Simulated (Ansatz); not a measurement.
# Indium, diamond under r²SCAN: structure, energy and stiffness, part 2 of 2

Aim: take indium in the diamond structure, relax it, solve it on a dense k-mesh, switch on spin-orbit coupling, then scale the cell to 7 volumes from 88 to 112 % of the relaxed one and try a fit of the equation of state. The k-meshes are 8×8×8 for the relaxation; 14×14×14 for the dense run; 8×8×8 for spin-orbit coupling; 9×9×9 for the volumes.

Ansatz 0.2.0; DFT, r2SCAN, plane waves (500 eV) with PAW, scalar-relativistic.

## 8. Volume × 1.0

This is In in the diamond structure; at room conditions it is tetragonal.

File input.yaml:

```yaml
crystal:
  lattice:
    - [0.0, 3.3060946705, 3.3060946705]
    - [3.3060946705, 0.0, 3.3060946705]
    - [3.3060946705, 3.3060946705, 0.0]
  atoms:
    - { symbol: In, position: [0.125, 0.125, 0.125] }
    - { symbol: In, position: [0.875, 0.875, 0.875] }
hamiltonian:
  xc: r2scan
  pseudopotentials:
    kind: paw
    azcp:
      In: "pseudopotentials/In.paw.azcp"
basis:
  ecutwfc: 500
  fft_grid_basis: typed
kpoints:
  mp_grid: { grid: [9, 9, 9], shift: [0, 0, 0] }
magnetization:
  spin_polarized: false
scf:
  occupations: { method: fermi_dirac, width: 0.1 }
  lower_state_search: "off"
output:
  stress: true
```

Launch:

```
$ ansatz run input.yaml --threads 1 --pin off --max-ram 3584MiB --backend cpu --events-out ev --progress --plain --runs-dir out
```

Output, cut to the lines that bear on the results:

```text
[...]
Pseudopotentials: kind: paw
Pseudopotential: In, paw, valence charge 13, recommended cutoff 500 eV (meta_gga), <dir>
Functional definition: r2SCAN
[...]
Crystal: 2 atoms, lattice volume = 72.273 Å³
Basis set: ecut = 500 eV, 1837 PW (Γ), exchange–correlation on 144×144×144 points (64 copies of the dense FFT grid, shifted against one another)
Bands: 17, of which v1, the nominal top of the filled ones, is band 13 counted from 1 (12 counted from 0)
Symmetry: 48 space group operations
Space group: Fd-3m (ITA 227), of the structure as read, at distance tolerance 4.2e-5 Å
k-points: 35 of 729
[...]
SCF iter   1: F=-11223.082130 eV  HF=-11223.089878 eV  |F-HF|=7.75e-3  |Δ(HF+E_count)|=         —  Δρ=6.61e-3  dr2=1.86e-2  dr2_τ=5.19e-3  ethr=1.77e-3  ⟨swp⟩=5.9  Hψ=3386  notcnv=0
[...]
SCF iter   6: F=-11223.088403 eV  HF=-11223.088403 eV  |F-HF|=2.97e-9  |Δ(HF+E_count)|=   6.47e-8  Δρ=1.64e-6  dr2=8.92e-10  dr2_τ=7.87e-11  ethr=3.85e-10  ⟨swp⟩=4.6  Hψ=2136  notcnv=0
[...]
SCF converged after 6 iterations
Free energy (F): -11223.088403 eV
[...]
E sigma→0 (E₀):  -11223.062771 eV
Entropy (-TS):   -0.051264 eV (-25.632 meV/atom)
Fermi energy:    5.842490 eV
[...]
--- Stress (GPa, compression-positive) ---
        0.067236      -0.000000      -0.000000
       -0.000000       0.067236       0.000000
       -0.000000       0.000000       0.067236
  P = ⅓ Tr σ = 0.0672 GPa (0.672 kbar)
```

Wall time 7 s (1 thread of Intel Xeon Platinum 8259CL at 2.50GHz (Skylake/Cascade Lake), shared host); peak memory 0.74 GiB.

## 9. Volume × 1.04

input.yaml, as its differences from that of step 8:

```diff
@@ -2,5 +2,5 @@
   lattice:
-    - [0.0, 3.3060946705, 3.3060946705]
-    - [3.3060946705, 0.0, 3.3060946705]
-    - [3.3060946705, 3.3060946705, 0.0]
+    - [0.0, 3.3496009054, 3.3496009054]
+    - [3.3496009054, 0.0, 3.3496009054]
+    - [3.3496009054, 3.3496009054, 0.0]
   atoms:
```

Launch:

```
$ ansatz run input.yaml --threads 1 --pin off --max-ram 3584MiB --backend cpu --events-out ev --progress --plain --runs-dir out
```

Output, cut to the lines that bear on the results:

```text
[...]
Pseudopotentials: kind: paw
Pseudopotential: In, paw, valence charge 13, recommended cutoff 500 eV (meta_gga), <dir>
Functional definition: r2SCAN
[...]
Crystal: 2 atoms, lattice volume = 75.164 Å³
Basis set: ecut = 500 eV, 1917 PW (Γ), exchange–correlation on 144×144×144 points (64 copies of the dense FFT grid, shifted against one another)
Bands: 17, of which v1, the nominal top of the filled ones, is band 13 counted from 1 (12 counted from 0)
Symmetry: 48 space group operations
Space group: Fd-3m (ITA 227), of the structure as read, at distance tolerance 4.2e-5 Å
k-points: 35 of 729
[...]
SCF iter   1: F=-11223.074194 eV  HF=-11223.082279 eV  |F-HF|=8.08e-3  |Δ(HF+E_count)|=         —  Δρ=6.48e-3  dr2=1.85e-2  dr2_τ=4.52e-3  ethr=1.77e-3  ⟨swp⟩=5.9  Hψ=3352  notcnv=0
[...]
SCF iter   6: F=-11223.080204 eV  HF=-11223.080204 eV  |F-HF|=4.32e-9  |Δ(HF+E_count)|=   6.86e-8  Δρ=1.77e-6  dr2=8.49e-10  dr2_τ=7.88e-11  ethr=3.85e-10  ⟨swp⟩=4.8  Hψ=2160  notcnv=0
[...]
SCF converged after 6 iterations
Free energy (F): -11223.080204 eV
[...]
E sigma→0 (E₀):  -11223.053385 eV
Entropy (-TS):   -0.053639 eV (-26.819 meV/atom)
Fermi energy:    5.473199 eV
[...]
--- Stress (GPa, compression-positive) ---
       -0.937533      -0.000000       0.000000
       -0.000000      -0.937533      -0.000000
        0.000000      -0.000000      -0.937533
  P = ⅓ Tr σ = -0.9375 GPa (-9.375 kbar)
```

It took 9 s on 1 thread of Intel Xeon Platinum 8259CL at 2.50GHz (Skylake/Cascade Lake), shared host; peak memory 0.74 GiB.

## 10. Volume × 1.08

input.yaml, as its differences from that of step 9:

```diff
@@ -2,5 +2,5 @@
   lattice:
-    - [0.0, 3.3496009054, 3.3496009054]
-    - [3.3496009054, 0.0, 3.3496009054]
-    - [3.3496009054, 3.3496009054, 0.0]
+    - [0.0, 3.3920054184, 3.3920054184]
+    - [3.3920054184, 0.0, 3.3920054184]
+    - [3.3920054184, 3.3920054184, 0.0]
   atoms:
```

Launch:

```
$ ansatz run input.yaml --threads 1 --pin off --max-ram 3584MiB --backend cpu --events-out ev --progress --plain --runs-dir out
```

Output, cut to the lines that bear on the results:

```text
[...]
Pseudopotentials: kind: paw
Pseudopotential: In, paw, valence charge 13, recommended cutoff 500 eV (meta_gga), <dir>
Functional definition: r2SCAN
[...]
Crystal: 2 atoms, lattice volume = 78.055 Å³
Basis set: ecut = 500 eV, 1989 PW (Γ), exchange–correlation on 144×144×144 points (64 copies of the dense FFT grid, shifted against one another)
Bands: 17, of which v1, the nominal top of the filled ones, is band 13 counted from 1 (12 counted from 0)
Symmetry: 48 space group operations
Space group: Fd-3m (ITA 227), of the structure as read, at distance tolerance 4.3e-5 Å
k-points: 35 of 729
[...]
SCF iter   1: F=-11223.050321 eV  HF=-11223.058089 eV  |F-HF|=7.77e-3  |Δ(HF+E_count)|=         —  Δρ=6.26e-3  dr2=1.79e-2  dr2_τ=3.99e-3  ethr=1.77e-3  ⟨swp⟩=5.8  Hψ=3356  notcnv=0
[...]
SCF iter   6: F=-11223.055838 eV  HF=-11223.055838 eV  |F-HF|=5.10e-9  |Δ(HF+E_count)|=   1.01e-7  Δρ=1.88e-6  dr2=1.04e-9  dr2_τ=8.81e-11  ethr=3.85e-10  ⟨swp⟩=4.8  Hψ=2157  notcnv=0
[...]
SCF converged after 6 iterations
Free energy (F): -11223.055838 eV
[...]
E sigma→0 (E₀):  -11223.027721 eV
Entropy (-TS):   -0.056233 eV (-28.117 meV/atom)
Fermi energy:    5.133861 eV
[...]
--- Stress (GPa, compression-positive) ---
       -1.731207       0.000000      -0.000000
       -0.000000      -1.731207       0.000000
       -0.000000       0.000000      -1.731207
  P = ⅓ Tr σ = -1.7312 GPa (-17.312 kbar)
```

Wall time 9 s (1 thread of Intel Xeon Platinum 8259CL at 2.50GHz (Skylake/Cascade Lake), shared host); peak memory 0.74 GiB.

## 11. Volume × 1.12

input.yaml, as its differences from that of step 10:

```diff
@@ -2,5 +2,5 @@
   lattice:
-    - [0.0, 3.3920054184, 3.3920054184]
-    - [3.3920054184, 0.0, 3.3920054184]
-    - [3.3920054184, 3.3920054184, 0.0]
+    - [0.0, 3.4333754154, 3.4333754154]
+    - [3.4333754154, 0.0, 3.4333754154]
+    - [3.4333754154, 3.4333754154, 0.0]
   atoms:
```

Launch:

```
$ ansatz run input.yaml --threads 1 --pin off --max-ram 3584MiB --backend cpu --events-out ev --progress --plain --runs-dir out
```

Output, cut to the lines that bear on the results:

```text
[...]
Pseudopotentials: kind: paw
Pseudopotential: In, paw, valence charge 13, recommended cutoff 500 eV (meta_gga), <dir>
Functional definition: r2SCAN
[...]
Crystal: 2 atoms, lattice volume = 80.946 Å³
Basis set: ecut = 500 eV, 2085 PW (Γ), exchange–correlation on 144×144×144 points (64 copies of the dense FFT grid, shifted against one another)
Bands: 17, of which v1, the nominal top of the filled ones, is band 13 counted from 1 (12 counted from 0)
Symmetry: 48 space group operations
Space group: Fd-3m (ITA 227), of the structure as read, at distance tolerance 4.3e-5 Å
k-points: 35 of 729
[...]
SCF iter   1: F=-11223.013496 eV  HF=-11223.021141 eV  |F-HF|=7.64e-3  |Δ(HF+E_count)|=         —  Δρ=6.12e-3  dr2=1.77e-2  dr2_τ=3.52e-3  ethr=1.77e-3  ⟨swp⟩=5.8  Hψ=3339  notcnv=0
[...]
SCF iter   6: F=-11223.018787 eV  HF=-11223.018787 eV  |F-HF|=7.71e-9  |Δ(HF+E_count)|=   1.46e-7  Δρ=2.19e-6  dr2=1.38e-9  dr2_τ=1.07e-10  ethr=3.85e-10  ⟨swp⟩=4.8  Hψ=2164  notcnv=0
[...]
SCF converged after 6 iterations
Free energy (F): -11223.018787 eV
[...]
E sigma→0 (E₀):  -11222.989253 eV
Entropy (-TS):   -0.059069 eV (-29.534 meV/atom)
Fermi energy:    4.820544 eV
[...]
--- Stress (GPa, compression-positive) ---
       -2.348849      -0.000000      -0.000000
        0.000000      -2.348849      -0.000000
       -0.000000      -0.000000      -2.348849
  P = ⅓ Tr σ = -2.3488 GPa (-23.488 kbar)
```

It took 10 s on 1 thread of Intel Xeon Platinum 8259CL at 2.50GHz (Skylake/Cascade Lake), shared host; peak memory 0.75 GiB.

## 12. Fitting the volumes

All volumes keep the relaxed shape and fractional coordinates.

| V (Å³/atom) | E − E₀ (meV/atom) | P from the stress (GPa) | P from the fit (GPa) |
| --- | --- | --- | --- |
| 31.800 | 58.1 | 4.96 | 4.84 |
| 33.246 | 23.7 | 2.92 | 2.85 |
| 34.691 | 5.5 | 1.33 | 1.26 |
| 36.136 | 0.0 | 0.07 | 0.00 |
| 37.582 | 4.7 | -0.94 | -1.00 |
| 39.027 | 17.5 | -1.73 | -1.80 |
| 40.473 | 36.7 | -2.35 | -2.44 |

Fit (Birch-Murnaghan, third order): V₀ = 36.138 Å³/atom, B₀ = 28 GPa, B₀′ = 4.7, largest residual 0.02 meV/atom.

Fit and stress differ a little: one follows E(σ → 0), the other the smeared free energy.

## 13. Outcome

This closing draws on all 2 parts.

| quantity | value |
| --- | --- |
| space group (spins left aside) | Fd-3m (No. 227) |
| conventional cell | a = 6.612 Å |
| volume | 36.136 Å³/atom |
| shortest distance | 2.863 Å |
| gap on the mesh | none (levels filled in part) |
| relative to body-centred tetragonal | +288 meV/atom |
| V₀, B₀, B₀′ | 36.138 Å³/atom, 28 GPa, 4.7 |

What this shows: The relaxation enlarged the cell by 2.4 % in volume. Against the reference form of indium (body-centred tetragonal, computed apart with the same settings) it stands 288 meV/atom higher, so it is far from stable. No gap shows: it is a metal or semimetal at this level. The total energy of the spin-orbit run lies +9.6 eV/atom from the scalar one, but the two kinds of run don't share a zero of energy: only differences within one kind count. The fitted modulus is 28 GPa. The symmetry was held, so the structure may be unstable against distortions that break it.
